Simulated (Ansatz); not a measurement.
# Errors in the atomisation enthalpy at 298 K

8 molecules; the atomisation enthalpy at 298 K in kJ/mol, computed less measured. Shapes, held fixed at every level: PBE0-D4/def2-TZVP. Flexible molecules stand in one conformer, not always the lowest. Thermal terms are harmonic and unscaled (B3LYP/6-31G*, PBE/def2-SVP, PBE0-D4/def2-TZVP); the spin-orbit lowering of the free atoms is taken from their spectra. Programs: Ansatz 0.2.0. Measured values: Active Thermochemical Tables, CRC Handbook of Chemistry and Physics, NIST-JANAF tables.

Levels: A = SVWN5/def2-SVP; B = PBE-D4/def2-TZVPP; C = B3LYP/def2-SVP; D = B3LYP-D4/def2-TZVPP.

| molecule | from tabulated heats | A | B | C | D |
| --- | --- | --- | --- | --- | --- |
| SiH2Br2 (dibromosilane) | 1300 | +150 | -1 | -56 | -17 |
| SClO2F (sulfuryl chloride fluoride) | 1533 | +343 | +128 | -242 | -51 |
| C2H3F3 (1,1,2-trifluoroethane) | 3057 | +573 | +47 | -46 | -77 |
| C4H5N (pyrrole) | 4322 | +795 | +178 | +26 | +14 |
| C4H6 (cyclobutene) | 4019 | +637 | +106 | -3 | -10 |
| C3H8 (propane) | 3999 | +528 | +47 | -4 | +5 |
| C3H8S (SMILES CCCS) | 4239 | +617 | +77 | -21 | +6 |
| C3H9N (propylamine) | 4655 | +680 | +82 | -8 | +10 |

(1) Sum up the errors.

Results:

(1) 
```csv
level,kind,mean error,mean absolute error,worst case
SVWN5/def2-SVP,LDA,+540.4,540.4,C4H5N
PBE-D4/def2-TZVPP,GGA,+83.0,83.2,C4H5N
B3LYP/def2-SVP,global hybrid,-44.2,50.8,SClO2F
B3LYP-D4/def2-TZVPP,global hybrid,-15.0,23.8,C2H3F3
```

On this set B3LYP-D4/def2-TZVPP has the smallest mean absolute error and SVWN5/def2-SVP the largest. SVWN5/def2-SVP is too high in 8 of 8; PBE-D4/def2-TZVPP is too high in 7 of 8; B3LYP/def2-SVP is too low in 7 of 8. The molecules' own spin-orbit binding is left out, so errors for heavy halides read too negative. The tabulated values of SiH2Br2, SClO2F, C2H3F3 are in doubt (older tables, estimates, or at odds with other calculations) and kept here. Over the 5 molecules whose values aren't doubted the mean absolute errors are A 651.4; B 98.0; C 12.4; D 9.0. For SVWN5/def2-SVP the error grows with the size of the molecule. Relativity is left out for Br. The set is small.

The overbinding seen with SVWN5 shrinks strongly with PBE in every molecule. The local density approximation underestimates the magnitude of exchange more severely in free atoms than in molecules, and gradient corrections restore much of that imbalance. What remains with PBE doesn't simply follow the total binding energy: pyrrole is off by +178 but propylamine by only +82, although propylamine has the larger atomisation enthalpy. Cyclobutene likewise exceeds propane, which suggests that unsaturated and delocalised bonding is overbound most.

For sulfuryl chloride fluoride, the two B3LYP levels differ greatly whatever the true heat of formation. Polar S–O bonds at high-valent sulfur need flexible polarisation functions, so the small basis is probably the main cause, with the added dispersion term a lesser one. The shift between these levels is not uniformly towards stronger binding, as pyrrole and cyclobutene show. The good hydrocarbon results of B3LYP/def2-SVP may therefore owe something to error cancellation, and they don't establish its reliability for high-valent sulfur compounds.
